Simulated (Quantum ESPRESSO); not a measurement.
# W under changes of volume

One of the cells (16.731 Å³/atom); the others are scaled copies at fixed shape and fractional positions:

```xyz
1
Lattice="0.0000 2.0300 2.0300 2.0300 0.0000 2.0300 2.0300 2.0300 0.0000" Properties=species:S:1:pos:R:3 pbc="T T T"
W     0.0000    0.0000    0.0000
```

This isn't the form of W at room conditions, which is bcc.

* Program: Quantum ESPRESSO 7.5
* Functional: r2SCAN
* Potentials or basis: SG15 PBE 1.2
* Cutoff: 1020 eV
* Density cutoff: 4082 eV
* k mesh: 8 × 8 × 8
* Occupations: fermi-dirac, width 0.05 eV
* Spin: no spin polarisation

| volume (Å³/atom) | energy over the lowest point (meV/atom) | pressure (GPa) |
| --- | --- | --- |
| 15.727 | 0.00 | -2.4 |
| 16.062 | 11.27 | -8.5 |
| 16.396 | 34.47 | -14.0 |
| 16.731 | 68.64 | -18.9 |
| 17.065 | 112.72 | -23.4 |
| 17.400 | ? | ? |
| 17.735 | 226.62 | -31.0 |

Q: What does the run at 17.400 Å³/atom give?

A: Energy over the lowest point 165.71 meV/atom; pressure -27.4 GPa.

Worked out: A Birch-Murnaghan fit of order 3 (a polynomial in V^(-2/3)) to the other rows has its minimum at 15.61 Å³/atom, just outside them, with B0 = V·E''(V) = 310 GPa and B' = 3.9. It gives 165.63 meV/atom at 17.400 Å³/atom, against the run's 165.71, and -dE/dV = -27.3 GPa, against -27.4.

Energies are extrapolated to zero smearing.

Caveats: the potentials were made for another functional, which shifts forces and pressure; the cell as given lies far from equilibrium (some runs).
